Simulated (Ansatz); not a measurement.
# SiGeO4 (built on the sites of a database entry of SiO2): a soft mode frozen in, part 3 of 3

Wanted: the energy along a soft mode of SiGeO4 (built on the sites of a database entry of SiO2) and the structure at the end.

Ansatz 0.2.0; DFT PBEsol, scalar-relativistic, plane waves, PseudoDojo norm-conserving pseudopotentials.

So far. Step 5 (Energy along the mode, all amplitudes (two of the runs …): The lowest of the steps tried is at 0.32 Å, 8.22 meV/atom below the parent; the bottom of the well need not coincide with a step. Step 7 (The new phase in its own primitive cell): The largest force component left is 0.062 meV/Å and the pressure is -0.001 GPa, within the tolerances set. The cell now holds 16.52 Å³/atom. The relaxed cell has a = 5.074, c = 13.334 Å (conventional setting).

The structure was built from a prototype and need not be the compound's stable phase.

### Step 8. Modes of the new phase, k-mesh 6×6×6

A relaxed structure may still be a saddle point, so its zone-centre modes are computed. The response to a homogeneous field gives the Born charges and the dielectric tensor, and its change with displacement the Raman tensors.

input.yaml reads:

```yaml
crystal:
  lattice:
    - [2.537182642, 1.4648430813, 4.4445419474]
    - [-2.537182642, 1.4648430813, 4.4445419474]
    - [0.0, -2.9296861627, 4.4445419474]
  atoms:
    - { symbol: Si, position: [0.0006744649, 0.0006744649, 0.0006744649] }
    - { symbol: Ge, position: [0.2501926174, 0.2501926174, 0.2501926174] }
    - { symbol: O, position: [0.9996180433, 0.2385817559, 0.6398801967] }
    - { symbol: O, position: [0.1210529218, 0.1210529218, 0.1210529218] }
    - { symbol: O, position: [0.6398801967, 0.9996180433, 0.2385817559] }
    - { symbol: O, position: [0.2385817559, 0.6398801967, 0.9996180433] }
kpoints:
  mp_grid: { grid: [6, 6, 6] }
hamiltonian:
  xc: pbesol
  pseudopotentials: { kind: nc, accuracy: standard }
scf:
  occupations: { method: fixed }
output:
  eigenvalues: true
phonons:
  method: dfpt
  dielectric: true
  rigid_motions: translations
  raman: true
```

Command:

```
$ ansatz run input.yaml --threads 8 --pin off --max-ram 14336MiB --backend cpu --events-out ev --progress --plain --runs-dir out
```

Numbers of over 12 decimals in the logs are rounded to 6 here.

Log:

```text
[...]
Crystal: 6 atoms, lattice volume = 99.111 Å³
Basis set: ecut = 1142.878222 eV, 8719 PW (Γ), exchange–correlation on 120×120×120 points (8 copies of the dense FFT grid, shifted against one another)
Bands: 27, of which v1, the nominal top of the filled ones, is band 21 counted from 1 (20 counted from 0)
Symmetry: 3 space group operations
k-points: 112 of 216 (irreducible under 1 space group operation, time reversal used)
[...]
SCF iter   1: F=—  HF=-4343.548382 eV  |F-HF|=—  |Δ(HF+E_count)|=         —  Δρ=9.52e-2  dr2=7.27e0  ethr=3.10e-3  ⟨swp⟩=5.0  Hψ=13142  notcnv=0  defer=395
[...]
SCF iter  11: F=-4341.190799 eV  HF=-4341.190799 eV  |F-HF|=6.37e-12  |Δ(HF+E_count)|=  4.46e-11  Δρ=2.48e-7  dr2=2.23e-11  ethr=1.00e-12  ⟨swp⟩=16.9  Hψ=24293  notcnv=0
SCF 1 converged in 11 iterations: F = -4341.190799 eV  dr2 = 2.23e-11
NSCF: frozen V_eff on 6 k-points
DFPT response loops at Γ: preconditioner auto → none (the input reference at scf.mixing.eps_inf says where Resta's filter doesn't serve); β = 0.50; Broyden in place of MSR1
── the response to a field inside a basis, on 6×6×6 k-points: an SCF that follows is theirs, and a resumed run solves both again ──
Bands: 22, of which v1, the nominal top of the filled ones, is band 21 counted from 1 (20 counted from 0)
k-points: 38 of 216 (time reversal used)
[...]
Eigensolver: Dense (38 Hₖ)
SCF iter   1: F=—  HF=-4341.171957 eV  |F-HF|=—  |Δ(HF+E_count)|=         —  Δρ=1.50e-4  dr2=1.93e-6  ethr=1.00e-1
[...]
SCF iter   6: F=-4341.171962 eV  HF=-4341.171962 eV  |F-HF|=6.37e-12  |Δ(HF+E_count)|=  2.09e-11  Δρ=1.24e-7  dr2=4.25e-12  ethr=1.00e-12
SCF 1 converged in 6 iterations: F = -4341.171962 eV  dr2 = 4.25e-12
[...]
SCF converged after 11 iterations
Free energy (F): -4341.190799 eV
[...]
Internal energy: -4341.190799 eV  (E = F + TS)
E sigma→0 (E₀):  -4341.190799 eV
Fermi energy:    1.199039 eV
[...]
--- Band table (eV; the first three rows and the last of 112) ---
  k-point 0: bands = [... 17 lower, -0.1021, -0.1021, 1.1212, 1.1212, 5.6084, 9.3277, 10.5240, 10.5240, ... 2 higher]
  k-point 1: bands = [... 17 lower, -0.1282, -0.0067, 0.9519, 1.1349, 5.9885, 9.2445, 10.3387, 10.6343, ... 2 higher]
  k-point 2: bands = [... 17 lower, -0.1629, 0.2710, 0.6803, 1.1043, 6.7443, 9.2530, 10.0792, 10.7188, ... 2 higher]
  k-point 111: bands = [... 17 lower, -0.3249, -0.2089, 0.7369, 0.7369, 7.1496, 9.2890, 10.9914, 10.9914, ... 2 higher]
--- Phonons (Γ-DFPT): 9 representative perturbations + reference, on 112 of 216 k-points (Σ response iterations 31) ---
  k mesh reduced under 1 symmetry operation, with k and −k counted as one. Each operation leaves every solved perturbation unchanged. A smaller set is not considered because the run solves the response to a homogeneous field
  ASR residual: 1.862e-4 → 0.000e0 eV/Å²; symmetrization residual: 3.974e-5 eV/Å²
  ASR residual per site (eV/Å²): 2.75e-5 1.43e-4 1.39e-4 6.30e-5 1.86e-4 1.60e-4
[...]
ε∞ (high-frequency dielectric tensor):
        2.380524    -0.000000    -0.000000
        0.000000     2.380524     0.000000
        0.000000     0.000000     2.374593
  softest optical mode at Γ: -55.60 cm⁻¹; the repairs (sum rule, projections) moved no ω² at Γ by more than (3.99 cm⁻¹)²
  Born effective charges Z* (e; rows j = field, columns β = displacement):
    site 0:
         3.32284    0.64878    0.00000
        -0.64878    3.32284   -0.00000
        -0.00000   -0.00000    3.63834
    site 1:
         3.34002   -0.34248   -0.00000
         0.34248    3.34002   -0.00000
         0.00000   -0.00000    3.51877
    site 2:
        -1.08353   -0.00740    0.00837
         0.17787   -2.71175    0.63157
        -0.03941    0.66344   -1.21869
    site 3:
        -0.96995   -0.02839   -0.00000
         0.02839   -0.96995    0.00000
         0.00000    0.00000   -3.50105
    site 4:
        -2.23088   -0.84029   -0.55114
        -0.65502   -1.56440   -0.30854
        -0.55485   -0.36585   -1.21869
    site 5:
        -2.37851    0.56978    0.54278
         0.75505   -1.41677   -0.32303
         0.59426   -0.29759   -1.21869
  Z* charge neutrality: 1.771e-5 e pre-enforcement
  k-mesh period / interband length: 30.4 Å / 1.16 Å = 26.23 at k = (0.0000, 0.0000, 0.0000), direct gap 4.487 eV — 14 or more, which is no proof of convergence
  Raman tensors (in the event stream and the table raman_tensors.tsv): an entry may err by 6.2e-3 Å², one of the second-order susceptibility by 4.3e-3 pm/V (basis, points and sum rule); their sum over the sites missed zero by 2.754e-4 Å² ahead of its enforcement
  optical modes at Γ without the LO–TO term, one row a degenerate level:
      ω (cm⁻¹)  modes    IR ((D/Å)²/amu)  static Raman (Å⁴/amu)  depolarisation
        -55.60      2             0.0956                 0.9533           0.750
        288.44      2             5.9838                 2.3831           0.750
        302.39      1             4.5211                19.4068           0.054
        360.05      1             2.4368                37.6231           0.002
        364.87      2             4.6630                 0.8492           0.750
        594.23      1             0.0883                10.2466           0.362
        631.59      2             5.8480                 9.0307           0.750
        974.42      2            50.8722                 2.0160           0.750
        988.80      1            20.0647                 4.7947           0.020
       1083.96      1            13.7073                 3.8526           0.087
  optical modes at Γ + LO–TO along q̂ = [1.0000, 0.0000, 0.0000]:
      ω (cm⁻¹)  modes    IR ((D/Å)²/amu)  static Raman (Å⁴/amu)  depolarisation
        -55.60      1             0.0478                 0.4767           0.750
        -53.37      1             0.0151                 0.4309           0.750
        288.44      1             2.9919                 1.1916           0.750
        302.39      1             4.5211                19.4068           0.054
        311.69      1             0.7095                 1.1824           0.750
        360.05      1             2.4368                37.6231           0.002
        364.87      1             2.3315                 0.4246           0.750
        392.37      1             2.0182                 0.1184           0.750
        594.23      1             0.0883                10.2466           0.362
        631.59      1             2.9240                 4.5153           0.750
        647.75      1             1.7504                 5.2902           0.750
        974.42      1            25.4361                 1.0080           0.750
        988.80      1            20.0647                 4.7947           0.020
       1083.96      1            13.7073                 3.8526           0.087
       1094.87      1            29.2380                 7.4897           0.750
  optical modes at Γ + LO–TO along q̂ = [0.0000, 1.0000, 0.0000]:
      ω (cm⁻¹)  modes    IR ((D/Å)²/amu)  static Raman (Å⁴/amu)  depolarisation
        -55.60      1             0.0478                 0.4767           0.750
        -53.37      1             0.0151                 0.4309           0.750
        288.44      1             2.9919                 1.1916           0.750
        302.39      1             4.5211                19.4068           0.054
        311.69      1             0.7095                 1.1824           0.750
        360.05      1             2.4368                37.6231           0.002
        364.87      1             2.3315                 0.4246           0.750
        392.37      1             2.0182                 0.1184           0.750
        594.23      1             0.0883                10.2466           0.362
        631.59      1             2.9240                 4.5153           0.750
        647.75      1             1.7504                 5.2902           0.750
        974.42      1            25.4361                 1.0080           0.750
        988.80      1            20.0647                 4.7947           0.020
       1083.96      1            13.7073                 3.8526           0.087
       1094.87      1            29.2380                 7.4897           0.750
  optical modes at Γ + LO–TO along q̂ = [0.0000, 0.0000, 1.0000]:
      ω (cm⁻¹)  modes    IR ((D/Å)²/amu)  static Raman (Å⁴/amu)  depolarisation
        -55.60      2             0.0956                 0.9533           0.750
        288.44      2             5.9838                 2.3831           0.750
        329.62      1             0.5842                47.3680           0.017
        364.87      2             4.6630                 0.8492           0.750
        399.11      1             3.2050                 9.0071           0.000
        594.79      1             0.0625                10.1429           0.356
        631.59      2             5.8480                 9.0307           0.750
        974.42      2            50.8722                 2.0160           0.750
       1032.28      1             3.2454                 7.2175           0.004
       1187.21      1            33.7210                 0.4831           0.154
```

Elapsed: 3.3 min, on 8 threads of AMD EPYC 9R45, shared host; peak memory 5.1 GiB.

Numbers from this step:

```
sum-rule residual before enforcement                    : 1.86e-4 eV/Å²
miss of the charge sum rule                             : 1.77e-5 e
point group                                             : 3
highest optical mode at the zone centre (no LO-TO term) : 1084 cm⁻¹
lowest optical zone-centre mode                         : -55.6 cm⁻¹
mean high-frequency dielectric constant                 : 2.379
largest Born charge (third of the trace)                : 3.428 e
top of the zone-centre spectrum with the field          : 1187 cm⁻¹
```

Without the LO-TO term. Patterns of degenerate modes are one choice out of their space. The modes at Γ (shares of kinetic energy by element, %) (negative means imaginary):

```
mode  frequency (cm⁻¹)  symmetry  Si %  Ge %  O %
   1             -55.6         E     0     1   99
   2             -55.6         E     0     1   99
   3               0.0  acoustic    17    44   39
   4               0.0  acoustic    17    44   39
   5               0.0  acoustic    17    44   39
   6             288.4         E     0    16   83
   7             288.4         E     0    16   83
   8             302.4         A     0    26   74
   9             360.1         A     6     3   92
  10             364.9         E    19    18   63
  11             364.9         E    19    18   63
  12             594.2         A    55    25   20
  13             631.6         E    41    19   40
  14             631.6         E    41    19   40
  15             974.4         E    22     2   76
  16             974.4         E    22     2   76
  17             988.8         A    15     1   84
  18            1084.0         A     7     1   92
```

Displacements in mode 2 (-55.6 cm⁻¹), the largest set to 1:
```
Si1 -0.04 -0.03  0.00
Ge2  0.06 -0.02  0.00
O3   0.07 -0.34 -0.88
O4  -0.48  1.00  0.00
O5   0.06 -0.22  0.18
O6   0.16 -0.27  0.71
```

Displacements in mode 18 (1084.0 cm⁻¹), the largest set to 1:
```
Si1  0.00  0.00 -0.23
Ge2  0.00  0.00 -0.05
O3  -0.01  0.24 -0.13
O4   0.00  0.00  1.00
O5  -0.21 -0.13 -0.13
O6   0.21 -0.12 -0.13
```

Optical modes at the zone centre, without and with the macroscopic field of the longitudinal modes; each column is sorted by frequency, so a row need not hold one and the same mode. Modes with and without the field, by row:

```
rank among optical modes  no field (cm⁻¹)  q along (1, 0, 0) (cm⁻¹)  q along (0, 0, 1) (cm⁻¹)
                       1            -55.6                     -55.6                     -55.6
                       2            -55.6                     -53.4                     -55.6
                       3            288.4                     288.4                     288.4
                       4            288.4                     302.4                     288.4
                       5            302.4                     311.7                     329.6
                       6            360.1                     360.1                     364.9
                       7            364.9                     364.9                     364.9
                       8            364.9                     392.4                     399.1
                       9            594.2                     594.2                     594.8
                      10            631.6                     631.6                     631.6
                      11            631.6                     647.8                     631.6
                      12            974.4                     974.4                     974.4
                      13            974.4                     988.8                     974.4
                      14            988.8                      1084                      1032
                      15             1084                      1095                      1187
```

Born charge (rows field, columns displacement) (e), principal values of the symmetric part by kind of site:

```
atom  atoms with these values    low  middle   high   mean
 Si1                        1   3.32    3.32   3.64   3.43
 Ge2                        1   3.34    3.34   3.52   3.40
  O3                        3  -2.96   -1.08  -0.97  -1.67
  O4                        1  -3.50   -0.97  -0.97  -1.81
```

In full for O4:

```
-0.97 -0.03  0.00
 0.03 -0.97  0.00
 0.00  0.00 -3.50
```

High-frequency dielectric tensor:

```
2.38 0.00 0.00
0.00 2.38 0.00
0.00 0.00 2.37
```

Transverse modes; imaginary modes are left out. Lines of the infrared spectrum (strongest = 100):

```
position (cm⁻¹)  label  relative intensity
            288      E                  12
            302      A                 8.9
            360      A                 4.8
            365      E                 9.2
            594      A                 0.2
            632      E                  11
            974      E                 100
            989      A                  39
           1084      A                  27
```

Activity x (w_L - w)^4 (n + 1)/w, 532 nm, 300 K; imaginary modes are left out; modes without the macroscopic field alone. Lines of the Raman spectrum (strongest = 100):

```
position (cm⁻¹)  label  relative intensity
            288      E                 8.8
            302      A                  67
            360      A                 100
            365      E                 2.2
            594      A                  14
            632      E                  11
            974      E                 1.4
            989      A                 3.4
           1084      A                 2.4
```

Before it was imposed, the acoustic sum rule was missed by 1.9e-4 eV/Å² and the charge sum rule by 1.8e-5 e. Small misses are needed for a sound result but don't prove that mesh and cutoff are converged. The lowest optical mode is imaginary, 55.6i cm⁻¹, so the energy falls along it.

### Step 9. What came out

```
unstable mode of the parent                                                      : q = (0, 0, 0), 124i cm⁻¹
depth at the lowest point sampled                                                : 8.22 meV/atom
largest atomic shift at that point                                               : 0.32 Å
space group reached (within 0.01 Å)                                              : R3
energy gained over the parent (first relaxation, on the mesh of the frozen mode) : 42.8 meV/atom
volume per atom, phase reached                                                   : 16.5 Å³
gap on the k-mesh, phase reached                                                 : 4.41 eV
lowest optical zone-centre mode, phase reached                                   : -55.6 cm⁻¹
highest optical mode at the zone centre (no LO-TO term), phase reached           : 1084 cm⁻¹
```

**Reading.** Along this mode the structure falls into R3, 42.8 meV/atom below the parent. At the parent's cell the well is 8.221 meV/atom deep on the steps tried, with its lowest point at a shift of 0.32 Å. Relaxing atoms and cell changes the gain by +34.61 meV/atom against the lowest step (energies at zero smearing). Most of the total comes from this relaxation. The new phase still has an imaginary mode at the zone centre of its cell, so it is a saddle point on the way to a lower structure. Of the 4 patterns followed to their end from this parent, this one ends 21.9 meV/atom above the lowest, I-4. Another end point lies within 1 meV/atom; how such a difference moves with mesh and cutoff was not tested. Each path keeps the symmetry of its pattern, so a lower phase may lie along a pattern not tried. The program warns that the interpolation holds no quadrupole term, so branches close to Γ can be off in this crystal. The starting cell was built on a prototype and not taken from a measurement, so the phase need not exist.

[Logs are printed without paths, hosts, clocks, repeated set-up lines and the standing remarks that a program may print on its own settings, such as how far it seeks lower states.]

[Hosts, paths, dates, database ids (printed as entryN), source tags and the programs' standing remarks are cut or masked in the printed files.]
